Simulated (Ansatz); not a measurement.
Crystal: InAs.

```
In As
1.0
     0.00000    3.01800    3.01800
     3.01800    0.00000    3.01800
     3.01800    3.01800    0.00000
In As
1 1
Cartesian
  0.0000 0.0000 0.0000
  4.5270 4.5270 4.5270
```

| Property | Result |
| --- | --- |
| Program | Ansatz 0.2.0 |
| Task | relaxation of cell and atoms |
| Functional | BLYP |
| Dispersion | D3(BJ) |
| Potentials or basis | Ansatz PAW |
| Cutoff | 420 eV (not typed: the program's choice for these potentials) |
| k mesh | 8 × 8 × 8 |
| Occupations | fermi-dirac, width 0.05 eV |
| Spin | no spin polarisation |

At the start: volume 27.49 Å³/atom.

How do energy, volume and symmetry change on relaxing?

It ends after 4 steps and the volume is 28.70 Å³/atom (+4.4 %); space group F-43m (No. 216, to 0.05 Å).

Step by step:
| step | energy change (eV) | largest force (eV/Å) | volume (Å³) |
| --- | --- | --- | --- |
| 1 | 0.0000 | 0.0000 | 54.98 |
| 2 | -0.0153 | 0.0000 | 58.05 |
| 3 | -0.0167 | 0.0000 | 57.40 |
| 4 | -0.0172 | 0.0000 | 57.40 |

Final structure:
```yaml
crystal:
  lattice:
    - [0.00000, 3.06160, 3.06160]
    - [3.06160, 0.00000, 3.06160]
    - [3.06160, 3.06160, 0.00000]
  atoms:
    - { symbol: In, position: [0.00000, 0.00000, 0.00000] }
    - { symbol: As, position: [0.75000, 0.75000, 0.75000] }
```

Caveat: the plane-wave basis is chosen anew once the cell has moved, so the energies of steps on either side of that aren't comparable; pairwise dispersion overbinds metals, which lowers pressure and volume; the PAW data sets come from PBE, with cores solved anew for the run's functional, which leaves a small shift of forces and pressure.
